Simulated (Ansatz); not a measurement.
Levels of theory for MgS (4H polytype)

All numbers come from Ansatz 0.2.0. All values are calculated for a non-magnetic cell, which may be hypothetical.

MgS in the 4H polytype structure, relaxed with r2SCAN. It is hexagonal, P6_3mc (No. 186); conventional cell a = 4.015 Å, c = 13.002 Å, 22.69 Å³ an atom. Around Mg lie 4 S at 2.45–2.46 Å; around Mg lie 4 S at 2.45 Å; around S lie 4 Mg at 2.45–2.46 Å; around S lie 4 Mg at 2.45 Å.

```cif
data_structure
_symmetry_space_group_name_H-M 'P 1'
_symmetry_Int_Tables_number 1
_cell_length_a 4.0148
_cell_length_b 4.0148
_cell_length_c 13.0019
_cell_angle_alpha 90.000
_cell_angle_beta 90.000
_cell_angle_gamma 120.000
_cell_volume 181.49
loop_
_atom_site_label
_atom_site_type_symbol
_atom_site_fract_x
_atom_site_fract_y
_atom_site_fract_z
_atom_site_occupancy
Mg1 Mg 0.00000 0.00000 0.99894 1
Mg2 Mg 0.33333 0.66667 0.24980 1
Mg3 Mg 0.00000 0.00000 0.49894 1
Mg4 Mg 0.66667 0.33333 0.74980 1
S1 S 0.00000 0.00000 0.18798 1
S2 S 0.33333 0.66667 0.43828 1
S3 S 0.00000 0.00000 0.68798 1
S4 S 0.66667 0.33333 0.93828 1
```

Relaxed lattice by functional, symmetry kept:
```csv
functional,k mesh,a (Å),c (Å),volume (Å³/atom)
PBE,12×12×2,4.040,13.080,23.11
r2SCAN,6×6×2,4.015,13.002,22.69
```

Band edges at fixed r2SCAN geometry:
```json
{"level": "PBE", "k mesh": "12×12×2", "gap (eV)": "3.47", "kind": "direct", "edges": "Γ", "least direct gap (eV)": "3.47"}
{"level": "r2SCAN", "k mesh": "12×12×2", "gap (eV)": "4.14", "kind": "direct", "edges": "Γ", "least direct gap (eV)": "4.14"}
{"level": "HSE06", "k mesh": "6×6×2", "gap (eV)": "4.53", "kind": "direct", "edges": "Γ", "least direct gap (eV)": "4.53"}
{"level": "PBE0", "k mesh": "6×6×2", "gap (eV)": "5.21", "kind": "direct", "edges": "Γ", "least direct gap (eV)": "5.21"}
```
PBE: smearing of 0.02 eV; the others have fixed occupations.
Wave cutoffs: 420 eV, 500 eV (r2SCAN).

The HSE06 gap is direct at Γ: 4.53 eV.

r2SCAN covers 64 % of the step from PBE to HSE06. All these functionals give a gap of the same kind, direct.

r2SCAN (ground state on 6×6×2): The electronic dielectric tensor ε∞ is 3.74 along x and y, 3.79 along z. Born charges, averaged over directions: Mg +1.89 to +1.91, S -1.90 e. The program notes that the ground state's band table doesn't vouch for all the bands that the response reads.

The meshes of the hybrids are coarse, so their gaps aren't converged to the digits shown.
